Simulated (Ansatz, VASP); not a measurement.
## Cl in VASP and in Ansatz

File INCAR:

```
PREC = Accurate
ENCUT = 520
EDIFF = 1E-7
ISMEAR = -1
SIGMA = 0.03
LREAL = False
LASPH = True
NELM = 100
ALGO = Normal
ISIF = 2
LWAVE = False
LCHARG = False
GGA = PE
NBANDS = 14
```

File KPOINTS:

```
regular mesh
0
Gamma
  19 19 10
```

File POSCAR:

```
Cl
1.0
    3.7164181046      0.0000000000      0.0000000000
   -1.8582090523      3.2185124897      0.0000000000
    0.0000000000      0.0000000000      3.9758582648
Cl
2
Direct
    0.3333333333      0.6666666667      0.2500000000
    0.6666666667      0.3333333333      0.7500000000
```

Input for Ansatz:

```yaml
crystal:
  lattice:
    - [3.7164181046, 0.0, 0.0]
    - [-1.8582090523, 3.2185124897, 0.0]
    - [0.0, 0.0, 3.9758582648]
  atoms:
    - { symbol: Cl, position: [0.3333333333, 0.6666666667, 0.25] }
    - { symbol: Cl, position: [0.6666666667, 0.3333333333, 0.75] }
kpoints:
  mp_grid: { grid: [19, 19, 10] }
scf:
  occupations: { method: fermi_dirac, width: 0.03 }
hamiltonian:
  xc: pbe
  pseudopotentials: { kind: all_electron, lapw: { basis_error: 0.001 } }
output:
  forces: true
  stress: true
  eigenvalues: true
```

Change from the starting cell: volume scaled by 1.04.

Alike in both runs: task single point; functional PBE; k mesh 19 × 19 × 10; occupations fermi-dirac, width 0.03 eV; no spin polarisation.

|  | VASP | Ansatz |
| --- | --- | --- |
| version | VASP 6.6.1 | Ansatz 0.2.0 |
| potentials or method | VASP PAW PBE potentials, release 64 (Cl) | all-electron LAPW, scalar-relativistic |
| plane-wave cutoff (eV) | 520 | see its input |

VASP gave:

```
pressure (GPa)                                  : -1.2
largest component of the traceless stress (GPa) : 0.45
```

Q: Which values does Ansatz return?

A: Pressure (GPa): -1.1; largest component of the traceless stress (GPa): 0.45.

Ansatz ran all-electron here, so the differences hold the error of VASP's frozen core and of both bases.
